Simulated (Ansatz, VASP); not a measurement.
## MgS in VASP and in Ansatz

File INCAR:

```
SYSTEM = MgS
ALGO = Normal
EDIFF = 1E-8
ENCUT = 520
GGA = PE
ISIF = 2
ISMEAR = -1
LASPH = .True.
LCHARG = .False.
LEFG = .True.
LREAL = .False.
LWAVE = .False.
NBANDS = 11
NELM = 60
PREC = Accurate
SIGMA = 0.05
```

The input KPOINTS:

```
k-points
0
Gamma
  13 13 13
  0 0 0
```

The input POSCAR:

```
MgS
1.0
    0.0000000000      2.8244375199      2.8244375199
    2.8244375199      0.0000000000      2.8244375199
    2.8244375199      2.8244375199      0.0000000000
Mg S
1 1
Direct
    0.0000000000      0.0000000000      0.0000000000
    0.2500000000      0.2500000000      0.2500000000
```

Input for Ansatz:

```yaml
crystal:
  lattice:
    - [0.0, 2.8244375199, 2.8244375199]
    - [2.8244375199, 0.0, 2.8244375199]
    - [2.8244375199, 2.8244375199, 0.0]
  atoms:
    - { symbol: Mg, position: [0.0, 0.0, 0.0] }
    - { symbol: S, position: [0.25, 0.25, 0.25] }
kpoints:
  mp_grid: { grid: [13, 13, 13] }
scf:
  occupations: { method: fermi_dirac, width: 0.05 }
hamiltonian:
  xc: pbe
  pseudopotentials: { kind: paw }
output:
  forces: true
  stress: true
  eigenvalues: true
  efg: { contact_densities: true }
  write_density: true
  write_potential: true
  elf: true
  volumetric_format: npy
```

Change from the starting cell: volume scaled by 0.975, PAW files.

Alike in both runs: task electric field gradients; functional PBE; k mesh 13 × 13 × 13; occupations fermi-dirac, width 0.05 eV; no spin polarisation.

|  | VASP | Ansatz |
| --- | --- | --- |
| version | VASP 6.6.1 | Ansatz 0.2.0 |
| potentials or method | VASP PAW PBE potentials, release 64 (Mg, S) | PAW with Ansatz's default frozen-core files, scalar-relativistic |
| plane-wave cutoff (eV) | 520 | 420 |
| valence electrons in the cell | 8 | 16 |

VASP gave:

```
gap on the k mesh at the Fermi level (eV)                      : 3.49
pressure (GPa)                                                 : 1.3
Vzz of the field gradient on the site that differs most (V/Å²) : 0.0
```

What did Ansatz give for the same quantities?

gap on the k mesh at the Fermi level (eV): 3.50; pressure (GPa): 1.5; Vzz of the field gradient on the site that differs most (V/Å²): 0.0.

The functional is the same, so the differences come from potentials, cutoffs and numerics. The two sets of potentials don't hold the same shells in valence.

Caveats: an odd mesh through Γ misses points on the zone boundary, where band edges often lie.
